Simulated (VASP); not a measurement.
# K (Im-3m) in VASP: notebook

Aim: see how the results for K move with the level of theory and the settings. Levels: PBE, PBEsol. Tasks: relaxation of cell and atoms.

Everything below comes from runs of VASP 6.6.1. Logs are shortened: lines on timing, memory, paths and dates and some standing lists are left out, and cuts for length are marked.

## Step 1: The crystal as given

It takes space group Im-3m (No. 229, cubic). Conventional cell: a = 5.225 Å, b = 5.225 Å, c = 5.225 Å, α = 90.00°, β = 90.00°, γ = 90.00°.

## Step 2: Relaxation of cell and atoms, PBE

INCAR

```
PREC = Accurate
ENCUT = 300
EDIFF = 1E-6
ISMEAR = 1
SIGMA = 0.1
LREAL = False
LASPH = True
NELM = 80
ALGO = Normal
ISIF = 3
LWAVE = False
LCHARG = False
GGA = PE
IBRION = 2
NSW = 90
EDIFFG = -0.01
```

KPOINTS

```
regular mesh
0
Gamma
  5 5 5
```

POSCAR

```
K
1.0
   -2.6125000000      2.6125000000      2.6125000000
    2.6125000000     -2.6125000000      2.6125000000
    2.6125000000      2.6125000000     -2.6125000000
K
1
Direct
    0.0000000000      0.0000000000      0.0000000000
```

Potentials or basis: VASP PAW PBE potentials, release 64 (K_pv).

Command:

```
$ cat potpaw_PBE.64/K_pv/POTCAR > POTCAR
$ mpirun -np 1 vasp_std > vasp.out
```

OUTCAR:

```text
PREC = Accurate
   ENCUT = 300
   EDIFF = 1E-6
   ISMEAR = 1
   LREAL = False
   LASPH = True
   NELM = 80
   ISIF = 3
   GGA = PE
   IBRION = 2
   NSW = 90
   EDIFFG = -0.01

 ion  position               nearest neighbor table
   1  0.000  0.000  0.000-

  LATTYP: Found a body centered cubic cell.
 ALAT       =     5.2250000000

  Lattice vectors:

 A1 = (  -2.6125000000,   2.6125000000,   2.6125000000)
 A2 = (   2.6125000000,  -2.6125000000,   2.6125000000)
 A3 = (   2.6125000000,   2.6125000000,  -2.6125000000)

Analysis of symmetry for initial positions (statically):
=====================================================================
 Subroutine PRICEL returns:
 Original cell was already a primitive cell.

 Routine SETGRP: Setting up the symmetry group for a
 body centered cubic supercell.

 Subroutine GETGRP returns: Found 48 space group operations
 (whereof 48 operations were pure point group operations)
 out of a pool of 48 trial point group operations.

The static configuration has the point symmetry O_h .

Analysis of symmetry for dynamics (positions and initial velocities):
=====================================================================
 Subroutine PRICEL returns:
 Original cell was already a primitive cell.

 Routine SETGRP: Setting up the symmetry group for a
 body centered cubic supercell.

 Subroutine GETGRP returns: Found 48 space group operations
 (whereof 48 operations were pure point group operations)
 out of a pool of 48 trial point group operations.

The dynamic configuration has the point symmetry O_h .

 Subroutine INISYM returns: Found 48 space group operations
 (whereof 48 operations are pure point group operations),
 and found     1 'primitive' translations

----------------------------------------------------------------------------------------

                                     Primitive cell

  volume of cell :      71.3229

  direct lattice vectors                    reciprocal lattice vectors
    -2.612500000  2.612500000  2.612500000     0.000000000  0.191387560  0.191387560
     2.612500000 -2.612500000  2.612500000     0.191387560  0.000000000  0.191387560
     2.612500000  2.612500000 -2.612500000     0.191387560  0.191387560  0.000000000

  length of vectors
     4.524982735  4.524982735  4.524982735     0.270662883  0.270662883  0.270662883

  position of ions in fractional coordinates (direct lattice)
     0.000000000  0.000000000  0.000000000

  ion indices of the primitive-cell ions
   primitive index   ion index
                 1           1

----------------------------------------------------------------------------------------

 KPOINTS: regular mesh

Automatic generation of k-mesh.
 Grid dimensions read from file:
 generate k-points for:    5    5    5

 Generating k-lattice:

  Cartesian coordinates                     Fractional coordinates (reciprocal lattice)
     0.000000000  0.038277512  0.038277512     0.200000000  0.000000000  0.000000000
     0.038277512  0.000000000  0.038277512     0.000000000  0.200000000  0.000000000
     0.038277512  0.038277512  0.000000000     0.000000000  0.000000000  0.200000000

  Length of vectors
     0.054132577  0.054132577  0.054132577

  Shift w.r.t. Gamma in fractional coordinates (k-lattice)
     0.000000000  0.000000000  0.000000000

 Subroutine IBZKPT returns following result:
 ===========================================

 Found     10 irreducible k-points:

 Following reciprocal coordinates:
            Coordinates               Weight
  0.000000  0.000000  0.000000      1.000000
  0.200000  0.000000  0.000000     12.000000
  0.400000  0.000000  0.000000     12.000000
  0.200000  0.200000  0.000000     24.000000
  0.400000  0.200000  0.000000     24.000000
  0.200000  0.200000  0.200000      8.000000
 -0.200000  0.200000  0.200000      6.000000
 -0.400000  0.400000  0.200000     24.000000
 -0.400000 -0.400000  0.200000      8.000000
 -0.400000  0.400000  0.400000      6.000000
   k-points           NKPTS =     10   k-points in BZ     NKDIM =     10   number of bands    NBANDS=      7
   number of dos      NEDOS =    301   number of ions     NIONS =      1
   total plane-waves  NPLWV =  21952
   dimension x,y,z NGX =    28 NGY =   28 NGZ =   28
   dimension x,y,z NGXF=    56 NGYF=   56 NGZF=   56
   ions per type =               1
   NGX,Y,Z   is equivalent  to a cutoff of  10.29, 10.29, 10.29 a.u.
   NGXF,Y,Z  is equivalent  to a cutoff of  20.57, 20.57, 20.57 a.u.
 SYSTEM =  unknown system
   PREC   = accura    normal or accurate (medium, high low for compatibility)
   ISTART =      0    job   : 0-new  1-cont  2-samecut
   ICHARG =      2    charge: 1-file 2-atom 10-const
   ISPIN  =      1    spin polarized calculation?
   LNONCOLLINEAR =      F non collinear calculations
   LSORBIT =      F    spin-orbit coupling
   LASPH  =      T    aspherical Exc in radial PAW
   ENCUT  =  300.0 eV  22.05 Ry    4.70 a.u.   6.39  6.39  6.39*2*pi/ulx,y,z
   NELM   =     80;   NELMIN=  2; NELMDL= -5     # of ELM steps
   EDIFF  = 0.1E-05   stopping-criterion for ELM
   LREAL  =      F    real-space projection
   EDIFFG = -.1E-01   stopping-criterion for IOM
   NSW    =     90    number of steps for IOM
   IBRION =      2    ionic relax: 0-MD 1-quasi-New 2-CG
   NFREE  =      1    steps in history (QN), initial steepest desc. (CG)
   ISIF   =      3    stress and relaxation
   ISYM   =      2    0-nonsym 1-usesym 2-fastsym
   POTIM  = 0.5000    time-step for ionic-motion
   TEBEG  =    0.0;   TEEND  =   0.0 temperature during run
   PSTRESS=    0.0 pullay stress
   NELECT =       7.0000    total number of electrons
   NUPDOWN=      -1.0000    fix difference up-down
   EMIN   =  10.00;   EMAX   =-10.00  energy-range for DOS
   EFERMI =   0.00;   METHOD = LEGACY
   ISMEAR =     1;   SIGMA  =   0.10  broadening in eV -4-tet -1-fermi 0-gaus
   EFERMI_NEDOS =   21; number of points for ismear=-14 and -15
   IALGO  =     38    algorithm
   IMIX   =      4    mixing-type and parameters
     AMIX     =   0.40;   BMIX     =  1.00
     AMIX_MAG =   1.60;   BMIX_MAG =  1.00
  volume/ion in A,a.u.               =      71.32       481.31
  Fermi-wavevector in a.u.,A,eV,Ry     =   0.755147  1.427020  7.758671  0.570246
  Thomas-Fermi vector in A             =   1.852975
   LORBIT       =      0    0 simple, 1 ext, 2 COOP (PROOUT), +10 PAW based schemes
   GGA     = PE    functional components
   LHFCALC =     F    Hartree Fock is set to
   AEXX    =    0.0000 exact exchange contribution
   IVDW    =     0    specifies the selected vdW correction
   LEPSILON=     F    determine dielectric tensor
   LRPA    =     F    only Hartree local field effects (RPA)
 conjugate gradient relaxation of ions
 non-spin polarized calculation
 Methfessel and Paxton  Order N= 1 SIGMA  =   0.10
  energy-cutoff  :      300.00
  volume of cell :       71.32
 maximum number of plane-waves:       887
 NGX is ok and might be reduce to    28
   NGX = 13   NGY = 13   NGZ = 13

--------------------------------------- Ionic step        1  -------------------------------------------

 number of electron       7.0000005 magnetization

 Free energy of the ion-electron system (eV)
  ---------------------------------------------------
  ext. energy  EPLUGINS =         0.00000000
  ---------------------------------------------------
  free energy    TOTEN  =        -1.02551889 eV

  energy without entropy =       -1.02091164  energy(sigma->0) =       -1.02398314

------------------------ aborting loop because EDIFF is reached ----------------------------------------

  FORCE on cell =-STRESS in cart. coord.  units (eV):
  Direction    XX          YY          ZZ          XY          YZ          ZX
  --------------------------------------------------------------------------------------
  -------------------------------------------------------------------------------------
  Total        0.0553518      0.0553518      0.0553518     -0.0000000     -0.0000000      0.0000000
  in kB        1.2434078      1.2434078      1.2434078     -0.0000000     -0.0000000      0.0000000
  external PRESSURE =       1.2434078 kB  Pullay stress =       0.0000000 kB

 VOLUME and BASIS-vectors are now :
 -----------------------------------------------------------------------------
  energy-cutoff  :      300.00
  volume of cell :       71.32
      direct lattice vectors                 reciprocal lattice vectors
    -2.612500000  2.612500000  2.612500000     0.000000000  0.191387560  0.191387560
     2.612500000 -2.612500000  2.612500000     0.191387560  0.000000000  0.191387560
     2.612500000  2.612500000 -2.612500000     0.191387560  0.191387560  0.000000000

 POSITION                                       TOTAL-FORCE (eV/Angst)
 -----------------------------------------------------------------------------------
      0.00000      0.00000      0.00000         0.000000      0.000000     -0.000000
 -----------------------------------------------------------------------------------
    total drift:                               -0.000000     -0.000000     -0.000000

  FREE ENERGIE OF THE ION-ELECTRON SYSTEM (eV)
  ---------------------------------------------------
  free  energy   TOTEN  =        -1.0255188922 eV

  energy  without entropy=       -1.0209116356  energy(sigma->0) =       -1.02398314
[... 15 lines left out ...]
 VOLUME and BASIS-vectors are now :
 -----------------------------------------------------------------------------
  energy-cutoff  :      300.00
  volume of cell :       71.90
      direct lattice vectors                 reciprocal lattice vectors
    -2.619476207  2.619476207  2.619476207     0.000000000  0.190877855  0.190877855
     2.619476207 -2.619476207  2.619476207     0.190877855  0.000000000  0.190877855
     2.619476207  2.619476207 -2.619476207     0.190877855  0.190877855  0.000000000

 POSITION                                       TOTAL-FORCE (eV/Angst)
 -----------------------------------------------------------------------------------
      2.61948     -2.61948      2.61948         0.000000     -0.000000      0.000000
 -----------------------------------------------------------------------------------
    total drift:                                0.000000     -0.000000      0.000000

  FREE ENERGIE OF THE ION-ELECTRON SYSTEM (eV)
  ---------------------------------------------------
  free  energy   TOTEN  =        -1.0259036721 eV

  energy  without entropy=       -1.0212964172  energy(sigma->0) =       -1.02436792

--------------------------------------- Ionic step        3  -------------------------------------------

 number of electron       7.0000003 magnetization

 Free energy of the ion-electron system (eV)
  ---------------------------------------------------
  ext. energy  EPLUGINS =         0.00000000
  ---------------------------------------------------
  free energy    TOTEN  =        -1.02639989 eV

  energy without entropy =       -1.02179264  energy(sigma->0) =       -1.02486414

 E-fermi :  -1.1281     XC(G=0):  -5.6262

 val. band max:       -1.5196621071   @ k =   0.4000   0.0000   0.0000
 cond. band min:      -1.1053479295   @ k =  -0.4000   0.4000   0.2000
 fundamental gap:      0.4143141775
 Fermi energy:        -1.1281479289

 k-point     1 :       0.0000    0.0000    0.0000
  band No.  band energies     occupation
      1     -16.7725      2.00000
      2     -16.7725      2.00000
      3     -16.7725      2.00000
      4      -3.3522      2.00000
      5       3.1322      0.00000
      6       3.1322      0.00000
      7       3.1322      0.00000

 k-point     2 :       0.2000    0.0000    0.0000
  band No.  band energies     occupation
      1     -16.7961      2.00000
      2     -16.7804      2.00000
      3     -16.7724      2.00000
      4      -2.8621      2.00000
      5       2.2014      0.00000
      6       2.6198      0.00000
      7       3.5367      0.00000

 k-point     3 :       0.4000    0.0000    0.0000
  band No.  band energies     occupation
      1     -16.8336      2.00000
      2     -16.7931      2.00000
      3     -16.7724      2.00000
      4      -1.5197      2.00000
      5       0.3326     -0.00000
      6       2.0568      0.00000
      7       3.8142      0.00000
[... 81 lines left out ...]
 VOLUME and BASIS-vectors are now :
 -----------------------------------------------------------------------------
  energy-cutoff  :      300.00
  volume of cell :       73.56
      direct lattice vectors                 reciprocal lattice vectors
    -2.639515633  2.639515633  2.639515633     0.000000000  0.189428694  0.189428694
     2.639515633 -2.639515633  2.639515633     0.189428694  0.000000000  0.189428694
     2.639515633  2.639515633 -2.639515633     0.189428694  0.189428694  0.000000000

 POSITION                                       TOTAL-FORCE (eV/Angst)
 -----------------------------------------------------------------------------------
      0.00000      0.00000     -0.00000        -0.000000     -0.000000      0.000000
 -----------------------------------------------------------------------------------
    total drift:                               -0.000000     -0.000000     -0.000000

  FREE ENERGIE OF THE ION-ELECTRON SYSTEM (eV)
  ---------------------------------------------------
  free  energy   TOTEN  =        -1.0263998879 eV

  energy  without entropy=       -1.0217926388  energy(sigma->0) =       -1.02486414

 reached required accuracy - stopping structural energy minimisation
```

It took 4.4 s on 1 thread of Intel Xeon 6975P-C (Granite Rapids), shared host; peak memory 0.15 GiB.

What came out:

* Free energy: -1.0264 eV
* Relaxed volume: 73.56 Å³/atom
* Relaxed cell: a = 4.572 Å, b = 4.572 Å, c = 4.572 Å, α = 109.47°, β = 109.47°, γ = 109.47°
* Space group after relaxing (to 0.05 Å): Im-3m (No. 229)
* Energy gained by relaxing: 0.9 meV/atom
* Ionic steps: 3
* Pressure after relaxing: 0.0 GPa
* Band gap on the k mesh: none (metal or under the smearing width)

The path:
```
step  energy change (eV)  largest force (eV/Å)  pressure (GPa)  volume (Å³)
   1              0.0000                0.0000            0.12        71.32
   2             -0.0004                0.0000            0.09        71.90
   3             -0.0009                0.0000            0.01        73.56
```

Final structure:
```
K
1.0
    -2.63952    2.63952    2.63952
     2.63952   -2.63952    2.63952
     2.63952    2.63952   -2.63952
K
1
Cartesian
  0.0000 0.0000 0.0000
```

Levels at points of the mesh, in eV from the Fermi level:
```
           k point  band 1  band 2  band 3  band 4  band 5  band 6
(0.00, 0.00, 0.00)  -15.64  -15.64  -15.64   -2.22    4.26    4.26
```

(Part 1 of 2 ends here.)
